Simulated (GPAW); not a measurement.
Crystal: AlN.

```xyz
2
Lattice="0.0000 2.1840 2.1840 2.1840 0.0000 2.1840 2.1840 2.1840 0.0000" Properties=species:S:1:pos:R:3 pbc="T T T"
Al    0.0000    0.0000    0.0000
N     1.0920    1.0920    1.0920
```

Measurements of this composition are mostly on another form, of space group No. 186.

Base run:

- Program: GPAW 26.7.0
- Functional: TB-mBJ
- Potentials or basis: GPAW PAW data sets for LDA (gpaw-data 1.2.1)
- Cutoff: 800 eV
- Basis: pw
- k mesh: 10 × 10 × 10
- Occupations: fermi-dirac, width 0.05 eV
- Spin: no spin polarisation

Its results: band gap on the k mesh 4.97 eV, indirect (least direct gap 5.72 eV).

Q: The run is repeated on the same cell with these changes: functional from TB-mBJ to PBEsol; potentials or basis from GPAW PAW data sets for LDA (gpaw-data 1.2.1) to PAW data sets generated in the run's folder for this functional. What comes out?

A: Band gap on the k mesh 3.18 eV, indirect (least direct gap 4.14 eV).

Caveats: a model potential gives levels but no total energy (some runs).
